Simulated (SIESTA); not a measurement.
Crystal: GaAs.

```xyz
2
Lattice="0.0000 2.8268 2.8268 2.8268 0.0000 2.8268 2.8268 2.8268 0.0000" Properties=species:S:1:pos:R:3 pbc="T T T"
As    4.2403    4.2403    4.2403
Ga    0.0000    0.0000    0.0000
```

Base run:

```yaml
Program: SIESTA 5.4.2
Functional: PBE
Potentials_or_basis: PseudoDojo 0.4 standard (PBE files)
Basis: DZP (energy shift 0.003 Ry; two zetas on semicore shells)
Grid_cutoff: 800 Ry
Energy_shift: 0.003 Ry
k_mesh: 8 × 8 × 8
Occupations: fermi-dirac, width 0.05 eV
Spin: no spin polarisation
```

Its results: band gap on the k mesh 0.66 eV, direct; pressure 4.1 GPa.

The run is repeated on the same cell with these changes: basis from DZP (energy shift 0.003 Ry; two zetas on semicore shells) to SZ (energy shift 0.003 Ry). What comes out?

Band gap on the k mesh 0.75 eV, direct; pressure 8.2 GPa.

Caveats: the basis of atomic orbitals isn't converged, which shifts pressures, moduli and gaps; the basis has no polarisation orbitals (some runs).

Not every run made on this cell is shown here.
